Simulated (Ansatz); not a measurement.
# Si3N4: elastic constants, part 2 of 2

The task, for Si3N4: relax the cell, relax to small forces and stress and get the elastic tensor.

Ansatz 0.2.0; DFT PBE, scalar-relativistic, plane waves, PAW. The steps go on from the part before.

### Step 4. Tight relaxation for the response runs

Response functions are second derivatives at a minimum, so forces and stress are first brought close to zero on the mesh and occupations that the response runs use.

Input file input.yaml:

```yaml
crystal:
  lattice:
    - [0.0, 3.8946186204, 3.8946186204]
    - [3.8946186204, 0.0, 3.8946186204]
    - [3.8946186204, 3.8946186204, 0.0]
  atoms:
    - { symbol: Si, position: [0.125, 0.125, 0.625] }
    - { symbol: Si, position: [0.125, 0.625, 0.125] }
    - { symbol: Si, position: [0.625, 0.125, 0.125] }
    - { symbol: Si, position: [0.125, 0.125, 0.125] }
    - { symbol: Si, position: [0.75, 0.75, 0.75] }
    - { symbol: Si, position: [0.5, 0.5, 0.5] }
    - { symbol: "N", position: [0.3675422919, 0.3675422919, 0.3675422919] }
    - { symbol: "N", position: [0.3526268756, 0.8824577081, 0.8824577081] }
    - { symbol: "N", position: [0.8824577081, 0.8824577081, 0.3526268756] }
    - { symbol: "N", position: [0.8824577081, 0.3526268756, 0.8824577081] }
    - { symbol: "N", position: [0.3675422919, 0.3675422919, 0.8973731244] }
    - { symbol: "N", position: [0.3675422919, 0.8973731244, 0.3675422919] }
    - { symbol: "N", position: [0.8824577081, 0.8824577081, 0.8824577081] }
    - { symbol: "N", position: [0.8973731244, 0.3675422919, 0.3675422919] }
basis:
  ecutwfc: 420
kpoints:
  mp_grid: { grid: [6, 6, 6] }
hamiltonian:
  xc: pbe
scf:
  occupations: { method: fixed }
output:
  forces: true
  stress: true
  eigenvalues: true
relax:
  adjacent_minimum: "off"
  f_tol: 0.001
  max_steps: 60
  cell: { stress_tol: 0.01 }
```

Command:

```bash
$ ansatz run input.yaml --threads 4 --pin off --max-ram 10240MiB --backend cpu --events-out ev --progress --plain --runs-dir out
```

The log of the run, cut to the lines that bear on the results:

```text
Warning: RAYON_NUM_THREADS=4 ignored (pool sized by the plan → 4); use --threads N
[...]
Pseudopotentials: kind: paw
Pseudopotential: Si, paw, valence charge 4, recommended cutoff 420 eV (normal), Si.paw.azcp
Pseudopotential: N, paw, valence charge 5, recommended cutoff 420 eV (normal), N.paw.azcp
Functional definition: PBE
[...]
Crystal: 14 atoms, lattice volume = 118.148 Å³
Basis set: ecut = 420 eV, 2277 PW (Γ), exchange–correlation on 80×80×80 points (8 copies of the dense FFT grid, shifted against one another)
Bands: 46, of which v1, the nominal top of the filled ones, is band 32 counted from 1 (31 counted from 0)
Symmetry: 48 space group operations
Space group: Fd-3m (ITA 227), of the structure as read, at distance tolerance 4.9e-5 Å
k-points: 16 of 216
[...]
SCF iter   1: F=—  HF=-6899.815319 eV  |F-HF|=—  |Δ(HF+E_count)|=         —  Δρ=4.05e-3  dr2=3.37e-2  ethr=1.77e-3  ⟨swp⟩=4.9  Hψ=3012  notcnv=0  defer=181
[...]
    - [3.8946186204, 3.8946186204, 0.0]
  atoms:
    - { symbol: Si, position: [0.125, 0.125, 0.625] }
    - { symbol: Si, position: [0.125, 0.625, 0.125] }
    - { symbol: Si, position: [0.625, 0.125, 0.125] }
    - { symbol: Si, position: [0.125, 0.125, 0.125] }
    - { symbol: Si, position: [0.7500000000000001, 0.7500000000000001, 0.7500000000000001] }
    - { symbol: Si, position: [0.5, 0.5, 0.5] }
    - { symbol: N, position: [0.36754229187500004, 0.36754229187500004, 0.36754229187500004] }
    - { symbol: N, position: [0.35262687562499984, 0.8824577081250001, 0.882457708125] }
    - { symbol: N, position: [0.8824577081250001, 0.8824577081250001, 0.35262687562499984] }
    - { symbol: N, position: [0.8824577081250001, 0.35262687562499984, 0.882457708125] }
    - { symbol: N, position: [0.36754229187500004, 0.36754229187500004, 0.897373124375] }
    - { symbol: N, position: [0.36754229187500004, 0.897373124375, 0.367542291875] }
    - { symbol: N, position: [0.8824577081250001, 0.8824577081250001, 0.8824577081250001] }
    - { symbol: N, position: [0.897373124375, 0.36754229187500004, 0.367542291875] }
```

It took 4.6 s on 4 threads of Arm Neoverse V1, shared host; peak memory 0.48 GiB.

Step by step:

```
step  E - E(step 1) (eV/cell)  largest force component (eV/Å)  pressure (GPa)  volume (Å³)
   1                   0.0000                          0.0001            0.00       118.15
   2                   0.0000                          0.0001            0.00       118.15
```

Step 1 is the start. Step 2 repeats the geometry before it on a plane-wave basis chosen anew for that cell, so its energy need not be comparable with the rows above.

|  | before | after | change |
| --- | --- | --- | --- |
| a (Å) | 5.508 | 5.508 | 0.0 % |
| b (Å) | 5.508 | 5.508 | 0.0 % |
| c (Å) | 5.508 | 5.508 | 0.0 % |
| volume (Å³/atom) | 8.44 | 8.44 | 0.0 % |
| shortest distance (Å) | 1.787 | 1.787 | 0.0 % |
| space group (0.01 Å) | Fd-3m | Fd-3m | same |

The run keeps the 48 symmetry operations of the start, so it could not have lowered the symmetry.

### Step 5. Elastic constants, atoms relaxed

Changes to input.yaml since step 4:

```diff
@@ -32,6 +32,4 @@
   eigenvalues: true
-relax:
-  adjacent_minimum: "off"
-  f_tol: 0.001
-  max_steps: 60
-  cell: { stress_tol: 0.01 }
+elastic:
+  mode: relaxed_ion
+  stencil: two_point
```

Command:

```bash
$ ansatz run input.yaml --threads 4 --pin off --max-ram 10240MiB --backend cpu --events-out ev --progress --plain --runs-dir out
```

The log of the run:

```text
Warning: RAYON_NUM_THREADS=4 ignored (pool sized by the plan → 4); use --threads N
[... 9 set-up lines as earlier in the session ...]
Crystal: 14 atoms, lattice volume = 118.148 Å³
Basis set: ecut = 420 eV, 2277 PW (Γ), exchange–correlation on 80×80×80 points (8 copies of the dense FFT grid, shifted against one another)
Bands: 46, of which v1, the nominal top of the filled ones, is band 32 counted from 1 (31 counted from 0)
[... 2 set-up lines as earlier in the session ...]
k-points: 16 of 216
[... 8 set-up lines as earlier in the session ...]
SCF iter   1: F=—  HF=-6899.815314 eV  |F-HF|=—  |Δ(HF+E_count)|=         —  Δρ=4.05e-3  dr2=3.37e-2  ethr=1.77e-3  ⟨swp⟩=4.9  Hψ=3012  notcnv=0  defer=181
preconditioner: auto → Resta (q_TF=auto, 2.463 Å⁻¹)  ε∞=4.3  [insulator: Δε(μ)=3.336 eV  Ē_g=14.978 eV  n_scr=26 (ndim 8)  ℏωp=27.3 eV  f_vac=0.000  ε∞_Penn≈4.3]
SCF iter   2: F=—  HF=-6899.801254 eV  |F-HF|=—  |Δ(HF+E_count)|=   1.41e-2  Δρ=1.67e-3  dr2=5.38e-3  ethr=5.26e-5  ⟨swp⟩=2.3  Hψ=1164  notcnv=0  defer=186
SCF iter   3: F=—  HF=-6899.800718 eV  |F-HF|=—  |Δ(HF+E_count)|=   5.37e-4  Δρ=4.62e-4  dr2=1.47e-4  ethr=8.40e-6  ⟨swp⟩=2.8  Hψ=1061  notcnv=0  defer=186
SCF iter   4: F=—  HF=-6899.800780 eV  |F-HF|=—  |Δ(HF+E_count)|=   6.27e-5  Δρ=1.68e-4  dr2=1.98e-5  ethr=2.30e-7  ⟨swp⟩=2.9  Hψ=1161  notcnv=0  defer=182
SCF iter   5: F=—  HF=-6899.800713 eV  |F-HF|=—  |Δ(HF+E_count)|=   6.75e-5  Δρ=1.91e-5  dr2=3.34e-7  ethr=3.09e-8  ⟨swp⟩=2.5  Hψ=1178  notcnv=0  defer=167
SCF iter   6: F=—  HF=-6899.800710 eV  |F-HF|=—  |Δ(HF+E_count)|=   2.76e-6  Δρ=4.28e-6  dr2=1.87e-8  ethr=5.21e-10  ⟨swp⟩=2.1  Hψ=1156  notcnv=0  defer=152
SCF iter   7: F=—  HF=-6899.800710 eV  |F-HF|=—  |Δ(HF+E_count)|=   7.88e-9  Δρ=6.25e-7  dr2=4.91e-10  ethr=2.92e-11  ⟨swp⟩=2.1  Hψ=1110  notcnv=0  defer=152
SCF iter   8: F=—  HF=-6899.800710 eV  |F-HF|=—  |Δ(HF+E_count)|=  4.02e-10  Δρ=1.17e-7  dr2=1.43e-11  ethr=7.68e-13 (applied; sched 1.00e-12)  ⟨swp⟩=2.1  Hψ=1051  notcnv=0  defer=152
SCF iter   9: F=—  HF=-6899.800710 eV  |F-HF|=—  |Δ(HF+E_count)|=  1.09e-11  Δρ=1.42e-8  dr2=1.46e-13  ethr=2.24e-14 (applied; sched 1.00e-12)  ⟨swp⟩=2.0  Hψ=1092  notcnv=0  defer=152
SCF iter  10: F=-6899.800710 eV  HF=-6899.800710 eV  |F-HF|=0.00e0  |Δ(HF+E_count)|=  9.09e-13  Δρ=1.68e-9  dr2=2.73e-15  ethr=1.00e-12  ⟨swp⟩=17.7  Hψ=4820  notcnv=0
SCF 1 converged in 10 iterations: F = -6899.800710 eV  dr2 = 2.73e-15
relax step   1: F+E_penalty+E_count = -6899.80070997 eV  Δ(F+E_penalty+E_count) = +0.000e0 eV  max|allowed force component| = 5.560e-5 eV/Å  Δτ_max = 0.0000 Å  (10 SCF iters, accepted)
[... from here on, the SCF cycles and remarks between the steps are left out ...]
relax step   2: F+E_penalty+E_count = -6899.80070997 eV  Δ(F+E_penalty+E_count) = -6.276e-10 eV  max|allowed force component| = 2.693e-5 eV/Å  Δτ_max = 0.0000 Å  (6 SCF iters, accepted)
relax step   1: F+E_penalty+E_count = -6899.79987357 eV  Δ(F+E_penalty+E_count) = +0.000e0 eV  max|allowed force component| = 1.363e-2 eV/Å  Δτ_max = 0.0000 Å  (9 SCF iters, accepted)
relax step   2: F+E_penalty+E_count = -6899.79990821 eV  Δ(F+E_penalty+E_count) = -3.464e-5 eV  max|allowed force component| = 4.798e-3 eV/Å  Δτ_max = 0.0005 Å  (7 SCF iters, accepted)
relax step   3: F+E_penalty+E_count = -6899.79991898 eV  Δ(F+E_penalty+E_count) = -1.077e-5 eV  max|allowed force component| = 5.401e-4 eV/Å  Δτ_max = 0.0004 Å  (7 SCF iters, accepted)
relax step   4: F+E_penalty+E_count = -6899.79991891 eV  Δ(F+E_penalty+E_count) = +6.876e-8 eV  max|allowed force component| = 7.444e-4 eV/Å  Δτ_max = 0.0001 Å  (7 SCF iters, rejected (line search))
relax step   5: F+E_penalty+E_count = -6899.79991905 eV  Δ(F+E_penalty+E_count) = -7.242e-8 eV  max|allowed force component| = 3.977e-5 eV/Å  Δτ_max = 0.0000 Å  (7 SCF iters, accepted)
relax step   1: F+E_penalty+E_count = -6899.80002826 eV  Δ(F+E_penalty+E_count) = +0.000e0 eV  max|allowed force component| = 1.296e-2 eV/Å  Δτ_max = 0.0000 Å  (9 SCF iters, accepted)
relax step   2: F+E_penalty+E_count = -6899.80006994 eV  Δ(F+E_penalty+E_count) = -4.169e-5 eV  max|allowed force component| = 3.321e-4 eV/Å  Δτ_max = 0.0008 Å  (8 SCF iters, accepted)
relax step   3: F+E_penalty+E_count = -6899.80006996 eV  Δ(F+E_penalty+E_count) = -2.017e-8 eV  max|allowed force component| = 5.491e-7 eV/Å  Δτ_max = 0.0000 Å  (6 SCF iters, accepted)
relax step   1: F+E_penalty+E_count = -6899.80025036 eV  Δ(F+E_penalty+E_count) = +0.000e0 eV  max|allowed force component| = 1.613e-2 eV/Å  Δτ_max = 0.0000 Å  (10 SCF iters, accepted)
relax step   2: F+E_penalty+E_count = -6899.80026103 eV  Δ(F+E_penalty+E_count) = -1.067e-5 eV  max|allowed force component| = 1.512e-3 eV/Å  Δτ_max = 0.0007 Å  (9 SCF iters, accepted)
relax step   3: F+E_penalty+E_count = -6899.80026117 eV  Δ(F+E_penalty+E_count) = -1.467e-7 eV  max|allowed force component| = 3.565e-4 eV/Å  Δτ_max = 0.0000 Å  (8 SCF iters, accepted)
relax step   4: F+E_penalty+E_count = -6899.80026119 eV  Δ(F+E_penalty+E_count) = -1.703e-8 eV  max|allowed force component| = 5.369e-5 eV/Å  Δτ_max = 0.0000 Å  (7 SCF iters, accepted)
relax step   5: F+E_penalty+E_count = -6899.80026119 eV  Δ(F+E_penalty+E_count) = -1.209e-9 eV  max|allowed force component| = 5.183e-7 eV/Å  Δτ_max = 0.0000 Å  (7 SCF iters, accepted)
relax step   1: F+E_penalty+E_count = -6899.80025036 eV  Δ(F+E_penalty+E_count) = +0.000e0 eV  max|allowed force component| = 1.613e-2 eV/Å  Δτ_max = 0.0000 Å  (10 SCF iters, accepted)
relax step   2: F+E_penalty+E_count = -6899.80026117 eV  Δ(F+E_penalty+E_count) = -1.081e-5 eV  max|allowed force component| = 3.395e-4 eV/Å  Δτ_max = 0.0007 Å  (9 SCF iters, accepted)
relax step   3: F+E_penalty+E_count = -6899.80026119 eV  Δ(F+E_penalty+E_count) = -2.250e-8 eV  max|allowed force component| = 1.959e-5 eV/Å  Δτ_max = 0.0000 Å  (6 SCF iters, accepted)
iter 1 solved again at ethr=2.76e-12 eV; its pass at ethr=3.10e-3 eV (dr2=1.77e-9 eV) is discarded
SCF iter   1: F=—  HF=-6899.800344 eV  |F-HF|=—  |Δ(HF+E_count)|=         —  Δρ=1.66e-6  dr2=2.09e-9  ethr=2.76e-12  ⟨swp⟩=2.3  Hψ=7473  notcnv=0  defer=373
SCF iter   2: F=—  HF=-6899.800261 eV  |F-HF|=—  |Δ(HF+E_count)|=   8.30e-5  Δρ=1.02e-6  dr2=9.71e-10  ethr=2.76e-12  ⟨swp⟩=3.1  Hψ=4229  notcnv=0  defer=373
SCF iter   3: F=—  HF=-6899.800261 eV  |F-HF|=—  |Δ(HF+E_count)|=  1.70e-10  Δρ=5.98e-7  dr2=3.07e-10  ethr=1.52e-12  ⟨swp⟩=2.0  Hψ=2770  notcnv=0  defer=373
SCF iter   4: F=—  HF=-6899.800261 eV  |F-HF|=—  |Δ(HF+E_count)|=  4.27e-11  Δρ=3.53e-7  dr2=9.58e-11  ethr=4.80e-13 (applied; sched 1.00e-12)  ⟨swp⟩=1.6  Hψ=2353  notcnv=0  defer=373
SCF iter   5: F=—  HF=-6899.800261 eV  |F-HF|=—  |Δ(HF+E_count)|=  5.46e-12  Δρ=2.60e-7  dr2=5.17e-11  ethr=1.50e-13 (applied; sched 1.00e-12)  ⟨swp⟩=1.0  Hψ=1747  notcnv=0  defer=373
SCF iter   6: F=—  HF=-6899.800261 eV  |F-HF|=—  |Δ(HF+E_count)|=  4.55e-12  Δρ=1.85e-7  dr2=2.59e-11  ethr=8.07e-14 (applied; sched 1.00e-12)  ⟨swp⟩=1.0  Hψ=1747  notcnv=0  defer=373
SCF iter   7: F=—  HF=-6899.800261 eV  |F-HF|=—  |Δ(HF+E_count)|=  9.09e-13  Δρ=1.50e-7  dr2=1.70e-11  ethr=4.05e-14 (applied; sched 1.00e-12)  ⟨swp⟩=1.0  Hψ=1747  notcnv=0  defer=373
SCF iter   8: F=—  HF=-6899.800261 eV  |F-HF|=—  |Δ(HF+E_count)|=  2.73e-12  Δρ=8.41e-8  dr2=5.47e-12  ethr=2.66e-14 (applied; sched 1.00e-12)  ⟨swp⟩=1.0  Hψ=1747  notcnv=0  defer=373
SCF iter   9: F=—  HF=-6899.800261 eV  |F-HF|=—  |Δ(HF+E_count)|=  1.82e-12  Δρ=2.41e-8  dr2=4.62e-13  ethr=8.55e-15 (applied; sched 1.00e-12)  ⟨swp⟩=2.6  Hψ=3108  notcnv=0  defer=373
SCF iter  10: F=-6899.800261 eV  HF=-6899.800261 eV  |F-HF|=0.00e0  |Δ(HF+E_count)|=  1.82e-12  Δρ=2.12e-9  dr2=2.89e-15  ethr=1.00e-12  ⟨swp⟩=3.0  Hψ=7530  notcnv=0
SCF 23 converged in 10 iterations: F = -6899.800261 eV  dr2 = 2.89e-15
SCF converged after 10 iterations
Free energy (F): -6899.800710 eV
Harris-Foulkes:  -6899.800710 eV  (|F-HF|=9.09e-13)
Internal energy: -6899.800710 eV  (E = F + TS)
E sigma→0 (E₀):  -6899.800710 eV
Fermi energy:    10.969353 eV
--- Per-component energies (eV) ---
  E_band       = 270.750894
  E_kinetic    = 1360.228592
  E_local      = -1484.075916  (includes V_loc(G=0)·N_el)
  E_nonlocal   = 501.649037
  E_hartree    = 491.975300
  E_xc         = -831.423556
  E_vxc        = -919.179297  (∫ρ·V_xc dr)
  E_paw        = -4098.094607  (= ΣΔE_a)
  E_vpaw       = -171.822973  (= ΣTr[D̂ρ^β])
  E_aug_tail   = 0.000852  (compensation charges beyond the density's cutoff)
  E_ewald      = -2840.060411
  E_smearing   = -0.000000  (= −TS)
  E_closure    = 0.000000  (closes the sum)
  Σ components = -6899.800710   (vs F -6899.800710, Δ=0.00e0)
--- Forces (eV/Å), atoms counted from 1 ---
  atom   1  Si     0.00000000    -0.00000000     0.00000000
  atom   2  Si     0.00000000     0.00000000     0.00000000
  atom   3  Si     0.00000000    -0.00000000     0.00000000
  atom   4  Si     0.00000000    -0.00000000    -0.00000000
  atom   5  Si     0.00000000     0.00000000     0.00000000
  atom   6  Si     0.00000000    -0.00000000     0.00000000
  atom   7  N     -0.00002690    -0.00002690    -0.00002690
  atom   8  N      0.00002690    -0.00002690    -0.00002690
  atom   9  N     -0.00002690    -0.00002690     0.00002690
  atom  10  N     -0.00002690     0.00002690    -0.00002690
  atom  11  N      0.00002690     0.00002690    -0.00002690
  atom  12  N      0.00002690    -0.00002690     0.00002690
  atom  13  N      0.00002690     0.00002690     0.00002690
  atom  14  N     -0.00002690     0.00002690     0.00002690
  max |Σ_I F_I| component: 7.68e-17 eV/Å
--- Stress (GPa, compression-positive) ---
        0.004389      -0.000000       0.000000
       -0.000000       0.004389       0.000000
        0.000000      -0.000000       0.004389
  P = ⅓ Tr σ = 0.0044 GPa (0.044 kbar)
--- Band table (eV; the first three rows and the last of 16) ---
  k-point 0: bands = ["-7.7858", "-4.5156", "-3.5962", "-3.5962", "-3.5962", "-2.6382", "-2.6382", "-2.6382", "0.5190", "1.5455", "2.1148", "2.1148", "2.1148", "3.7999", "3.7999", "6.8054", "6.8054", "6.8054", "8.6481", "8.6481", "8.6481", "9.0978", "9.0978", "9.0978", "10.1931", "10.1931", "10.8125", "10.8125", "10.8125", "10.9283", "10.9283", "10.9283", "14.3114", "14.3114", "14.3114", "15.8420", "16.9114", "17.7441", "18.4782", "18.4782", "18.7436", "18.7436", "18.7436", "20.5259", "20.5259", "20.5259"]
[... 3 lines left out ...]
--- Elastic constants: 2 strain directions × 2 members + reference (group order 48) ---
  dense FFT box of the reference and of every strained cell: 40×40×40
  strains applied: 11, 23; error gains: componentwise 1.00 (the most a stress slope's error grows in a printed constant), spectral 1.73 (1 for all six strains in a standard setting)
  reference relaxed by the batch: 2 steps; max|allowed force component| 5.56e-5 eV/Å at the deck's positions, 2.69e-5 at the last accepted step, 2.69e-5 by the solve of record
  largest displacement 1.1e-6 Å; the constants are those of the deck's cell at these positions:
  atoms:
    - { symbol: Si, position: [0.125, 0.125, 0.625] }
    - { symbol: Si, position: [0.125, 0.625, 0.125] }
    - { symbol: Si, position: [0.625, 0.125, 0.125] }
    - { symbol: Si, position: [0.125, 0.125, 0.125] }
    - { symbol: Si, position: [0.7500000000000001, 0.7500000000000001, 0.7500000000000001] }
    - { symbol: Si, position: [0.5, 0.5, 0.5] }
    - { symbol: N, position: [0.36754221019667094, 0.36754221019667094, 0.36754221019667094] }
    - { symbol: N, position: [0.35262663059001254, 0.8824577898033292, 0.8824577898033291] }
    - { symbol: N, position: [0.8824577898033292, 0.8824577898033292, 0.35262663059001254] }
    - { symbol: N, position: [0.8824577898033292, 0.35262663059001254, 0.8824577898033291] }
    - { symbol: N, position: [0.36754221019667094, 0.36754221019667094, 0.8973733694099875] }
    - { symbol: N, position: [0.36754221019667094, 0.8973733694099875, 0.367542210196671] }
    - { symbol: N, position: [0.8824577898033292, 0.8824577898033292, 0.8824577898033292] }
    - { symbol: N, position: [0.8973733694099875, 0.36754221019667094, 0.367542210196671] }
  C = ∂σ_k/∂η_j (tension-positive GPa; Voigt order 11 22 33 23 13 12):
       513.275    183.438    183.438     -0.000     -0.000     -0.000
       183.438    513.275    183.438     -0.000     -0.000      0.000
       183.438    183.438    513.275     -0.000      0.000     -0.000
         0.000     -0.000     -0.000    325.587     -0.000     -0.000
         0.000     -0.000     -0.000      0.000    325.587      0.000
        -0.000      0.000      0.000     -0.000     -0.000    325.587
  reference stress σ⁰ (GPa):     -0.004     -0.004     -0.004      0.000     -0.000      0.000
  C* (energy form; C + prestress term) asymmetry max|C*_kj − C*_jk| = 2.842e-14 GPa — a small one proves nothing (zero by symmetry where the batch's group is 432, −43m or m−3m); a large one is finite-difference/SCF noise where every solve meets its electron count
  moduli (Voigt/Reuss/Hill, GPa): K = 293.38/293.38/293.38   G = 261.32/234.29/247.80   E = 580.09   ν = 0.170
  mechanically stable: yes (min eigenvalue of sym C = 325.59 GPa)
  strain η (Voigt 11):  stress-route row diagonal C_11 = 513.28 GPa, energy-path curvature d²(F+E_count+ΔE)/dδ²/Ω₀ = 513.68 GPa
         δ    σ_11 (GPa)             F (eV)   n_scf  n_hpsi   n_pw
    -2.000e-3      -1.0367       -6899.7999191      10   22895   2332   relax 5 steps, max|allowed force component| 3.98e-5 eV/Å
     2.000e-3       1.0164       -6899.8000700      10   23073   2332   relax 3 steps, max|allowed force component| 5.49e-7 eV/Å
  strain η (Voigt 23):  stress-route row diagonal C_44 = 325.59 GPa, energy-path curvature d²(F+E_count+ΔE)/dδ²/Ω₀ = 325.94 GPa
         δ    σ_23 (GPa)             F (eV)   n_scf  n_hpsi   n_pw
    -2.000e-3      -0.6512       -6899.8002612      10   35572   2332   relax 5 steps, max|allowed force component| 5.18e-7 eV/Å
     2.000e-3       0.6512       -6899.8002612      10   35273   2332   relax 3 steps, max|allowed force component| 1.96e-5 eV/Å
```

Wall time 80 s (4 threads of Arm Neoverse V1, shared host); peak memory 0.6 GiB.

What follows for a polycrystal (Hill averages; density 3.943 g/cm³):

| quantity | value |
| --- | --- |
| bulk modulus B | 293.4 GPa |
| shear modulus G | 247.8 GPa |
| B/G | 1.18 |
| universal anisotropy index | 0.58 |
| sound speeds v_l, v_t | 12577, 7927 m/s |
| Debye temperature Θ | 1276 K |

Young's modulus by Cartesian direction:

```tsv
direction	E (GPa)
(1, 0, 0)	417
(0, 1, 0)	417
(0, 0, 1)	417
(1, 1, 0)	605
(1, 0, 1)	605
(0, 1, 1)	605
(1, 1, 1)	713
```

### Step 6. Summary of results

The summary covers parts 1 to 2.

| quantity | value |
| --- | --- |
| relaxed cell (conventional) | a = 7.789 Å, b = 7.789 Å, c = 7.789 Å, α = 90.00°, β = 90.00°, γ = 90.00° |
| space group (0.01 Å) | Fd-3m (No. 227) |
| volume | 8.44 Å³/atom |
| formation energy (elements from runs with the same settings, not shown) | -0.92 eV/atom |
| C11, C12, C44 (relaxed-ion) | 513, 183, 326 GPa |
| B, G, E (Hill) (relaxed-ion) | 293, 248, 580 GPa |
| Poisson ratio (relaxed-ion) | 0.17 |
| Debye temperature | 1276 K |

What this shows: Relaxation left the volume within 0.5 % of the start. A measured lattice constant a of Si3N4 is 7.7381 Å (powder; quoted in “Elastic and structural instability of cubic Sn3N4 and C3N4 under pressure”, 2010, arxiv:1003.2387); the calculated 7.789 Å misses it by +0.7 %. 2 values of this kind are on record (7.7373 to 7.7381 Å); this one was drawn at random, those with a stated uncertainty first. That is the cell relaxed with PBE, without thermal expansion or zero-point motion. The tensor is positive definite (least eigenvalue 326 GPa), so the crystal resists every homogeneous strain. By Pugh's rule of thumb B/G = 1.18 (under 1.75) points to a brittle solid; Young's modulus ranges from about 417 to 713 GPa with direction. Measured bulk modulus of Si3N4: 308 GPa (powder; quoted in “Elastic and structural instability of cubic Sn3N4 and C3N4 under pressure”, 2010, arxiv:1003.2387). This calculation gives 293 GPa (-4.7 %). 2 values of this kind are on record (290 to 308 GPa); this one was drawn at random among those near their median, those with a stated uncertainty first. The run is for a static lattice at zero temperature.
